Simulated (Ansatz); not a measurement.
**Y on Pt(111): change of the work function**

How does one ordered layer of Y (fcc site) change the work function of Pt(111), and what dipole does each adsorbate carry?

Main program and level: Ansatz 0.2.0; plane-wave DFT, PBE-D3(BJ), Ansatz PAW.

## (1) Set-up

The cell holds 4 atoms: 4 Pt. Its edges and angles: a = 2.772 Å, b = 2.772 Å, c = 24.790 Å, α = 90.0°, β = 90.0°, γ = 60.0°. Vacuum lies along c.

## (2) The clean slab

The bare slab comes first, as the zero from which every change is counted. The two lowest layers are held at bulk places and the upper ones relax. The dipole correction removes the false field that a one-sided slab makes across the periodic vacuum, so each face gets a flat vacuum level of its own.

Contents of input.yaml:

```yaml
crystal:
  lattice:
    - [2.7718585823, 0.0, 0.0]
    - [1.3859292911, 2.4004999479, 0.0]
    - [0.0, 0.0, 24.7896391657]
  atoms:
    - { symbol: Pt, position: [0.0, 0.0, 0.3630549013] }
    - { symbol: Pt, position: [0.3333333333, 0.3333333333, 0.4543516338] }
    - { symbol: Pt, position: [0.6666666667, 0.6666666667, 0.5456483662] }
    - { symbol: Pt, position: [0.0, 0.0, 0.6369450987] }
kpoints:
  mp_grid: { grid: [12, 12, 1] }
hamiltonian:
  xc: pbe
  dispersion: d3bj
scf:
  occupations: { method: fermi_dirac, width: 0.1 }
  convergence: { dr2_threshold: 1.0e-08 }
efield:
  axis: 3
  dipole_correction: true
  ramp_position: 0.97
  ramp_width: 0.06
relax:
  f_tol: 0.02
  max_steps: 60
  constraints: [{ sites: [0, 1] }]
output:
  write_potential: true
  write_density: true
  volumetric_format: npy
```

Command:

```console
> ansatz run input.yaml --threads 4 --pin off --max-ram 6144MiB --backend cpu --events-out ev --progress --plain --runs-dir out
```

Numbers of over 12 decimals in the logs are rounded to 6 here.

The log of the run:

```text
Engine: ansatz 0.2.0, aarch64-unknown-linux-gnu
Pseudopotentials: kind: paw
Pseudopotential: Pt, paw, valence charge 18, recommended cutoff 420 eV (normal), Pt.paw.azcp
Functional definition: PBE
  parameter kappa = 0.804
  parameter beta = 0.066725
  exchange = pbe_x(kappa = kappa, mu = beta*pi^2/3)
  correlation = pbe_c(beta = beta)
Crystal: 4 atoms, lattice volume = 164.946 Å³
Basis set: ecut = 420 eV, 3263 PW (Γ), exchange–correlation on 40×40×360 points (8 copies of the dense FFT grid, shifted against one another)
Bands: 44, of which v1, the nominal top of the filled ones, is band 36 counted from 1 (35 counted from 0)
Symmetry: 6 space group operations
k-points: 19 of 144 (time reversal used)
Non-local potential: Pt, projectors of the file, l = 0: 3, l = 1: 2, l = 2: 2, l = 3: 1
PAW form: soft (Blöchl's): semilocal exchange-correlation on the pseudo side does not see the compensation charge
PAW one-centre angular grid: Pt, 590 points (default); XC on 64 Gauss nodes
Initial density: superposition of atomic densities (neutral atoms: chi_scale 0, normalization atom), corrected by the library's trained network
Initial wavefunctions: pseudopotential atomic-orbital guess
Functional: x = pbe(κ = 0.804, μ = 0.219515), c = pbe(β = 0.066725)
SCF iter   1: F=—  HF=-50093.309829 eV  |F-HF|=—  |Δ(HF+E_count)|=         —  Δρ=5.75e-3  dr2=3.09e-1  ethr=1.77e-3  p=-0.000 e·Å  D=-7.16e-15 V/Å  ΔV_dip=0.00 eV  dr2_dipole=3.81e-7  V_vac-E_F(+/−)=5.23/5.23 eV  ⟨swp⟩=8.8  Hψ=3876  notcnv=0  defer=3
efield: sawtooth ramp at fractional position 0.9700 (set: `efield.ramp_position`, or a place that a band, a saddle search or an elastic batch's reference lends), width 0.0600; the density the first Hamiltonian is built on has a dipole p = -0.000 e·Å; the dipole correction subtracts the counter field D = -7.16e-15 V/Å, which shifts the + side's vacuum level by +0.00 eV against the − side's; the planar-averaged density in the ramp window peaks in size at 7.4e-6 e/Å³
preconditioner: auto → LDOS  [metal: Δε(μ)=0.021 eV  Ē_g=7.789 eV  σ=0.100 eV  W_gap=0.05  n_scr=18 (ndim 8)  ℏωp=18.3 eV  f_vac=0.582  D(μ)=6.47/eV (n_scr^D=38)  β→1.0]
SCF iter   2: F=—  HF=-50093.308214 eV  |F-HF|=—  |Δ(HF+E_count)|=   1.61e-3  Δρ=3.29e-3  dr2=3.42e-2  ethr=4.29e-4  p=-0.000 e·Å  D=-9.35e-6 V/Å  ΔV_dip=0.00 eV  dr2_dipole=9.91e-8  V_vac-E_F(+/−)=5.71/5.71 eV  ⟨swp⟩=2.5  Hψ=1067  notcnv=0  defer=17
SCF iter   3: F=—  HF=-50093.305556 eV  |F-HF|=—  |Δ(HF+E_count)|=   2.66e-3  Δρ=1.41e-3  dr2=2.98e-2  ethr=4.75e-5  p=0.000 e·Å  D=7.75e-6 V/Å  ΔV_dip=-0.00 eV  dr2_dipole=2.74e-8  V_vac-E_F(+/−)=5.60/5.60 eV  ⟨swp⟩=2.6  Hψ=1528  notcnv=0  defer=17
SCF iter   4: F=—  HF=-50093.303335 eV  |F-HF|=—  |Δ(HF+E_count)|=   2.22e-3  Δρ=6.04e-4  dr2=1.66e-3  ethr=4.14e-5  p=-0.000 e·Å  D=-5.42e-7 V/Å  ΔV_dip=0.00 eV  dr2_dipole=9.16e-11  V_vac-E_F(+/−)=5.69/5.69 eV  ⟨swp⟩=2.1  Hψ=1183  notcnv=0  defer=17
SCF iter   5: F=—  HF=-50093.303238 eV  |F-HF|=—  |Δ(HF+E_count)|=   9.70e-5  Δρ=2.71e-4  dr2=8.45e-5  ethr=2.30e-6  p=-0.000 e·Å  D=-3.90e-7 V/Å  ΔV_dip=0.00 eV  dr2_dipole=9.10e-10  V_vac-E_F(+/−)=5.68/5.68 eV  ⟨swp⟩=2.7  Hψ=1289  notcnv=0  defer=17
SCF iter   6: F=—  HF=-50093.303283 eV  |F-HF|=—  |Δ(HF+E_count)|=   4.56e-5  Δρ=4.16e-5  dr2=6.87e-6  ethr=1.17e-7  p=-0.000 e·Å  D=-3.58e-7 V/Å  ΔV_dip=0.00 eV  dr2_dipole=4.46e-10  V_vac-E_F(+/−)=5.66/5.66 eV  ⟨swp⟩=2.3  Hψ=1289  notcnv=0  defer=17
SCF iter   7: F=—  HF=-50093.303285 eV  |F-HF|=—  |Δ(HF+E_count)|=   1.85e-6  Δρ=1.19e-5  dr2=1.38e-7  ethr=9.54e-9  p=-0.000 e·Å  D=-5.42e-8 V/Å  ΔV_dip=0.00 eV  dr2_dipole=9.52e-11  V_vac-E_F(+/−)=5.66/5.66 eV  ⟨swp⟩=2.1  Hψ=1237  notcnv=0  defer=15
SCF iter   8: F=-50093.303286 eV  HF=-50093.303286 eV  |F-HF|=5.49e-8  |Δ(HF+E_count)|=   2.85e-7  Δρ=3.95e-6  dr2=8.81e-9  ethr=1.39e-11  p=-0.000 e·Å  D=-3.69e-9 V/Å  ΔV_dip=0.00 eV  dr2_dipole=1.60e-11  V_vac-E_F(+/−)=5.66/5.66 eV  ⟨swp⟩=8.6  Hψ=6861  notcnv=0
SCF 1 converged in 8 iterations: F = -50093.303286 eV  dr2 = 8.81e-9
  greatest PAW one-centre occupation: 1.000 electrons in one spin orbital (limit 2), on the Pt atom at site 2 (counted from 0), in its partial waves of l = 0
relax step   1: F+E_penalty+E_count = -50093.30328559 eV  Δ(F+E_penalty+E_count) = +0.000e0 eV  max|allowed force component| = 3.048e-1 eV/Å  Δτ_max = 0.0000 Å  (8 SCF iters, accepted)
Initial density: handed on by an earlier stage of this run
Initial wavefunctions: those handed on with the density
iter 1 solved again at ethr=2.80e-4 eV; its pass at ethr=3.10e-3 eV (dr2=2.02e-1 eV) is discarded
SCF iter   1: F=—  HF=-50093.308726 eV  |F-HF|=—  |Δ(HF+E_count)|=         —  Δρ=5.32e-3  dr2=2.27e-1  ethr=2.80e-4  p=0.000 e·Å  D=3.86e-7 V/Å  ΔV_dip=-0.00 eV  dr2_dipole=7.88e-2  V_vac-E_F(+/−)=5.68/5.68 eV  ⟨swp⟩=1.7  Hψ=2806  notcnv=0  defer=18
efield: sawtooth ramp at fractional position 0.9700 (set: `efield.ramp_position`, or a place that a band, a saddle search or an elastic batch's reference lends), width 0.0600; the density the first Hamiltonian is built on has a dipole p = 0.000 e·Å; the dipole correction subtracts the counter field D = 3.86e-7 V/Å, which shifts the + side's vacuum level by -0.00 eV against the − side's; the planar-averaged density in the ramp window peaks in size at 2.4e-6 e/Å³
eigensolver tolerance schedule calibrated: the retry pair's looser diagonalisation under-reported the residual by θ = 0.11 (0.11/decade); ethr = c·dr2/N_el runs at the constant in force after the calibration composes with the one it found (an armed cap, an earlier calibration), c = 8.9e-2
preconditioner: auto → LDOS  [metal: Δε(μ)=0.026 eV  Ē_g=7.788 eV  σ=0.100 eV  W_gap=0.07  n_scr=18 (ndim 8)  ℏωp=18.3 eV  f_vac=0.579  D(μ)=6.60/eV (n_scr^D=50)  β→1.0]
SCF iter   2: F=—  HF=-50093.305900 eV  |F-HF|=—  |Δ(HF+E_count)|=   2.83e-3  Δρ=2.28e-3  dr2=3.79e-2  ethr=2.80e-4  p=0.001 e·Å  D=1.46e-3 V/Å  ΔV_dip=-0.04 eV  dr2_dipole=9.70e-3  V_vac-E_F(+/−)=5.62/5.66 eV  ⟨swp⟩=2.1  Hψ=1247  notcnv=0  defer=18
SCF iter   3: F=—  HF=-50093.303593 eV  |F-HF|=—  |Δ(HF+E_count)|=   2.31e-3  Δρ=1.57e-3  dr2=1.40e-2  ethr=4.71e-5  p=-0.004 e·Å  D=-4.71e-3 V/Å  ΔV_dip=0.12 eV  dr2_dipole=8.23e-6  V_vac-E_F(+/−)=5.77/5.66 eV  ⟨swp⟩=2.5  Hψ=1427  notcnv=0  defer=18
SCF iter   4: F=—  HF=-50093.301083 eV  |F-HF|=—  |Δ(HF+E_count)|=   2.51e-3  Δρ=3.34e-4  dr2=5.21e-4  ethr=1.75e-5  p=-0.002 e·Å  D=-1.68e-3 V/Å  ΔV_dip=0.04 eV  dr2_dipole=2.44e-5  V_vac-E_F(+/−)=5.70/5.66 eV  ⟨swp⟩=2.6  Hψ=1369  notcnv=0  defer=18
[...]
SCF iter   6: F=—  HF=-50093.308933 eV  |F-HF|=—  |Δ(HF+E_count)|=   2.81e-6  Δρ=5.96e-5  dr2=2.78e-5  ethr=1.53e-7  p=-0.001 e·Å  D=-6.10e-4 V/Å  ΔV_dip=0.02 eV  dr2_dipole=2.20e-8  V_vac-E_F(+/−)=5.68/5.66 eV  ⟨swp⟩=1.1  Hψ=819  notcnv=0  defer=18
SCF iter   7: F=—  HF=-50093.308950 eV  |F-HF|=—  |Δ(HF+E_count)|=   1.66e-5  Δρ=2.17e-5  dr2=3.69e-6  ethr=3.86e-8  p=-0.001 e·Å  D=-6.48e-4 V/Å  ΔV_dip=0.02 eV  dr2_dipole=8.93e-8  V_vac-E_F(+/−)=5.68/5.66 eV  ⟨swp⟩=1.1  Hψ=855  notcnv=0  defer=18
SCF iter   8: F=—  HF=-50093.308953 eV  |F-HF|=—  |Δ(HF+E_count)|=   2.89e-6  Δρ=7.46e-6  dr2=2.91e-7  ethr=5.13e-9  p=-0.001 e·Å  D=-6.27e-4 V/Å  ΔV_dip=0.02 eV  dr2_dipole=2.75e-9  V_vac-E_F(+/−)=5.68/5.66 eV  ⟨swp⟩=1.3  Hψ=873  notcnv=0  defer=18
SCF iter   9: F=—  HF=-50093.308953 eV  |F-HF|=—  |Δ(HF+E_count)|=   6.52e-8  Δρ=2.65e-6  dr2=1.69e-8  ethr=4.04e-10  p=-0.001 e·Å  D=-6.20e-4 V/Å  ΔV_dip=0.02 eV  dr2_dipole=1.45e-10  V_vac-E_F(+/−)=5.68/5.66 eV  ⟨swp⟩=2.0  Hψ=1221  notcnv=0  defer=18
SCF iter  10: F=-50093.308953 eV  HF=-50093.308953 eV  |F-HF|=4.26e-9  |Δ(HF+E_count)|=   1.01e-8  Δρ=7.48e-7  dr2=2.65e-9  ethr=1.39e-11  p=-0.001 e·Å  D=-6.18e-4 V/Å  ΔV_dip=0.02 eV  dr2_dipole=7.87e-11  V_vac-E_F(+/−)=5.68/5.66 eV  ⟨swp⟩=10.3  Hψ=5956  notcnv=0
SCF 3 converged in 10 iterations: F = -50093.308953 eV  dr2 = 2.65e-9
relax step   3: F+E_penalty+E_count = -50093.30895285 eV  Δ(F+E_penalty+E_count) = -5.667e-3 eV  max|allowed force component| = 2.320e-2 eV/Å  Δτ_max = 0.0351 Å  (10 SCF iters, accepted)
SCF iter   1: F=—  HF=-50093.309000 eV  |F-HF|=—  |Δ(HF+E_count)|=         —  Δρ=2.55e-4  dr2=4.61e-4  ethr=9.68e-6  p=-0.001 e·Å  D=-6.18e-4 V/Å  ΔV_dip=0.02 eV  dr2_dipole=1.53e-4  V_vac-E_F(+/−)=5.68/5.66 eV  ⟨swp⟩=2.0  Hψ=1296  notcnv=0  defer=18
efield: sawtooth ramp at fractional position 0.9700 (set: `efield.ramp_position`, or a place that a band, a saddle search or an elastic batch's reference lends), width 0.0600; the density the first Hamiltonian is built on has a dipole p = -0.001 e·Å; the dipole correction subtracts the counter field D = -6.18e-4 V/Å, which shifts the + side's vacuum level by +0.02 eV against the − side's; the planar-averaged density in the ramp window peaks in size at 1.3e-6 e/Å³
preconditioner: auto → LDOS  [metal: Δε(μ)=0.025 eV  Ē_g=7.821 eV  σ=0.100 eV  W_gap=0.06  n_scr=18 (ndim 8)  ℏωp=18.3 eV  f_vac=0.581  D(μ)=6.62/eV (n_scr^D=50)  β→1.0]
SCF iter   2: F=—  HF=-50093.308991 eV  |F-HF|=—  |Δ(HF+E_count)|=   9.15e-6  Δρ=1.13e-4  dr2=9.81e-5  ethr=6.40e-7  p=-0.000 e·Å  D=-4.91e-4 V/Å  ΔV_dip=0.01 eV  dr2_dipole=2.76e-5  V_vac-E_F(+/−)=5.67/5.66 eV  ⟨swp⟩=2.1  Hψ=1246  notcnv=0  defer=18
SCF iter   3: F=—  HF=-50093.308995 eV  |F-HF|=—  |Δ(HF+E_count)|=   3.88e-6  Δρ=1.20e-4  dr2=7.28e-5  ethr=1.36e-7  p=-0.001 e·Å  D=-9.28e-4 V/Å  ΔV_dip=0.02 eV  dr2_dipole=3.05e-6  V_vac-E_F(+/−)=5.68/5.66 eV  ⟨swp⟩=2.5  Hψ=1376  notcnv=0  defer=18
SCF iter   4: F=—  HF=-50093.308982 eV  |F-HF|=—  |Δ(HF+E_count)|=   1.27e-5  Δρ=1.73e-5  dr2=1.55e-6  ethr=1.01e-7  p=-0.001 e·Å  D=-6.77e-4 V/Å  ΔV_dip=0.02 eV  dr2_dipole=8.34e-8  V_vac-E_F(+/−)=5.68/5.66 eV  ⟨swp⟩=2.1  Hψ=1209  notcnv=0  defer=18
SCF iter   5: F=—  HF=-50093.308993 eV  |F-HF|=—  |Δ(HF+E_count)|=   1.07e-5  Δρ=8.53e-6  dr2=4.07e-7  ethr=2.15e-9  p=-0.001 e·Å  D=-6.85e-4 V/Å  ΔV_dip=0.02 eV  dr2_dipole=6.74e-9  V_vac-E_F(+/−)=5.68/5.66 eV  ⟨swp⟩=2.9  Hψ=1454  notcnv=0  defer=18
SCF iter   6: F=—  HF=-50093.308993 eV  |F-HF|=—  |Δ(HF+E_count)|=   3.56e-8  Δρ=4.27e-6  dr2=1.24e-7  ethr=5.66e-10  p=-0.001 e·Å  D=-6.80e-4 V/Å  ΔV_dip=0.02 eV  dr2_dipole=1.33e-10  V_vac-E_F(+/−)=5.68/5.66 eV  ⟨swp⟩=1.1  Hψ=820  notcnv=0  defer=18
SCF iter   7: F=—  HF=-50093.308993 eV  |F-HF|=—  |Δ(HF+E_count)|=   2.43e-8  Δρ=1.62e-6  dr2=2.63e-8  ethr=1.73e-10  p=-0.001 e·Å  D=-6.78e-4 V/Å  ΔV_dip=0.02 eV  dr2_dipole=1.87e-10  V_vac-E_F(+/−)=5.68/5.66 eV  ⟨swp⟩=1.1  Hψ=822  notcnv=0  defer=18
SCF iter   8: F=-50093.308993 eV  HF=-50093.308993 eV  |F-HF|=9.97e-10  |Δ(HF+E_count)|=   4.18e-9  Δρ=7.43e-7  dr2=2.78e-9  ethr=1.39e-11  p=-0.001 e·Å  D=-6.80e-4 V/Å  ΔV_dip=0.02 eV  dr2_dipole=1.50e-11  V_vac-E_F(+/−)=5.68/5.66 eV  ⟨swp⟩=9.6  Hψ=5529  notcnv=0
SCF 4 converged in 8 iterations: F = -50093.308993 eV  dr2 = 2.78e-9
relax step   4: F+E_penalty+E_count = -50093.30899296 eV  Δ(F+E_penalty+E_count) = -4.010e-5 eV  max|allowed force component| = 6.593e-4 eV/Å  Δτ_max = 0.0039 Å  (8 SCF iters, accepted)
NSCF: frozen V_eff on 19 k-points
the band table was solved once a step of the walk had ended and its energy, with any forces and stress, was formed, with the checks that follow a solve (4568 applications of the Hamiltonian). They found nothing against the state; the energy, forces and stress were not computed again (output.eigenvalues in the input reference)
WARN: The output density's exchange-correlation potential varies sharply where the density is thin. Do not read a vacuum level from v_tot or v_xc, or from such a field of the output density. On a cell that repeats whose density bears no net charge and no dipole along the vacuum's axis use v_es (v_loc + v_h of the components); under efield.dipole_correction with no amplitude use v_es + v_field, which holds any externa [...]
SCF converged after 8 iterations
Free energy (F): -50093.308993 eV
Harris-Foulkes:  -50093.308993 eV  (|F-HF|=9.97e-10)
Internal energy: -50093.093236 eV  (E = F + TS)
E sigma→0 (E₀):  -50093.201115 eV
Entropy (-TS):   -0.215756 eV (-53.939 meV/atom)
Fermi energy:    4.921349 eV
Dipole field:    D = -0.000674 V/Å  (p = -0.000614 e·Å, saw-weighted, corrected)
Work function:   Φ+ = 5.6770 eV   Φ− = 5.6603 eV
Levels:          The Fermi level and band energies are counted from a zero that moves with the ramp; work functions are not
--- Per-component energies (eV) ---
  E_band       = -1820.784495
  E_kinetic    = 2547.958551
  E_local      = -125491.288709  (includes V_loc(G=0)·N_el)
  E_nonlocal   = 800.168027
  E_hartree    = 61342.608548
  E_xc         = -1045.111479
  E_vxc        = -1208.504771  (∫ρ·V_xc dr)
  E_paw        = -37816.177382  (= ΣΔE_a)
  E_vpaw       = -1154.344411  (= ΣTr[D̂ρ^β])
  E_aug_tail   = 0.000800  (compensation charges beyond the density's cutoff)
  E_efield     = 0.000000  (sawtooth field / dipole correction)
  E_vefield    = 0.000455  (∫n·V_field dr)
  E_ewald      = 49571.058896
  E_disp       = -2.310488  (pairwise vdW)
  E_smearing   = -0.215756  (= −TS)
  E_closure    = -0.000000  (closes the sum)
  Σ components = -50093.308993   (vs F -50093.308993, Δ=0.00e0)
--- Forces (eV/Å), atoms counted from 1 ---
  atom   1  Pt    -0.00000000    -0.00000000    -0.28250401
  atom   2  Pt     0.00000000    -0.00000000     0.28342564
  atom   3  Pt    -0.00000000    -0.00000000    -0.00065926
  atom   4  Pt    -0.00000000     0.00000000    -0.00025986
  max |Σ_I F_I| component: 2.51e-6 eV/Å
--- Band table (eV; the first three rows and the last of 19) ---
  k-point 0: bands = [... 32 lower, 3.3351, 3.7010, 3.7010, 4.4350, 4.4350, 4.4805, 4.9018, 4.9018, ... 4 higher]
  k-point 1: bands = [... 32 lower, 3.2167, 3.5589, 3.7194, 3.8366, 4.2546, 4.4292, 4.9136, 5.4286, ... 4 higher]
  k-point 2: bands = [... 32 lower, 3.0400, 3.1289, 3.4807, 3.7119, 4.4097, 4.6287, 4.9407, 6.4097, ... 4 higher]
  k-point 18: bands = [... 32 lower, 4.2494, 4.6184, 4.6367, 4.6436, 9.8281, 9.8816, 9.8849, 10.6480, ... 4 higher]
--- Relaxed structure (4 steps of the walk, 3 accepted, 0 SCFs on fresh bases) ---
  F+E_penalty+E_count = -50093.30899296 eV   max|allowed force component| = 6.593e-4 eV/Å
  atoms:
    - { symbol: Pt, position: [0.0, 0.0, 0.363055] }
    - { symbol: Pt, position: [0.333333, 0.333333, 0.454352] }
    - { symbol: Pt, position: [0.666667, 0.666667, 0.545589] }
    - { symbol: Pt, position: [6.004163855036512e-19, -3.0020819275182583e-19, 0.638516] }
```

Wall time 18 s (4 threads of Arm Neoverse V1, shared host); peak memory 0.49 GiB; 69 s of CPU time.

Relaxation path:

```tsv
step	energy less that of the first step (eV)	largest force component (eV/Å)
1	0.0000	0.3048
2	0.0022	0.3554
3	-0.0057	0.0232
4	-0.0057	0.0007
```

Relaxation step 2 was tried and not accepted.

Forces are held to the 6 operations that the run works with; a distortion that breaks them can't arise in this run.

The atoms that moved most (Å):

```tsv
atom	dx	dy	dz	length
Pt4	0.000	0.000	0.039	0.039
```

The relaxed structure:

```xyz
4
Lattice="2.7719 0.0000 0.0000 1.3859 2.4005 0.0000 0.0000 0.0000 24.7896" Properties=species:S:1:pos:R:3
Pt    0.0000    0.0000    9.0000
Pt    1.3859    0.8002   11.2632
Pt    2.7719    1.6003   13.5250
Pt    0.0000    0.0000   15.8286
```

Numbers from this step:

| Property | Result |
| --- | --- |
| energy at zero smearing | -50093.2011 eV |
| work function, upper face | 5.677 eV |
| dipole along the normal | -6.14e-4 e·Å |

Running mean over 2.263 Å of the planar mean; the ramp of the sawtooth is left out. Electron's electrostatic potential energy less the Fermi level against z:

z (Å), electron's electrostatic potential energy less the Fermi level (eV) and a bar from the least value:
```
        4        5.7 ##############################
        5        5.7 ##############################
        6        5.6 ##############################
        7        4.6 ############################
        8       -5.0 ############
        9      -11.6 #
       10      -12.1 
       11      -12.2 
       12      -12.3 
       13      -12.3 
       14      -11.9 #
       15      -11.6 #
       16      -11.3 ##
       17       -2.7 ################
       18        5.0 #############################
       19        5.6 ##############################
       20        5.7 ##############################
       21        5.7 ##############################
```

The relaxation took 4 steps and lowered the energy by 0.0057 eV; the largest force on the free atoms ends at 6.6e-4 eV/Å.

The work function of the upper face is 5.68 eV.

(Part 1 of 4 ends here.)

[Logs are printed without paths, hosts, clocks, repeated set-up lines and the standing remarks that a program may print on its own settings, such as how far it seeks lower states.]

[Hosts, paths, dates, database ids (printed as entryN), source tags and the programs' standing remarks are cut or masked in the printed files.]

[Maps of the electrostatic potential energy from Ansatz leave out the sawtooth potential of an applied field or a dipole correction, so their vacuum need not be flat; planar profiles and work functions include it.]
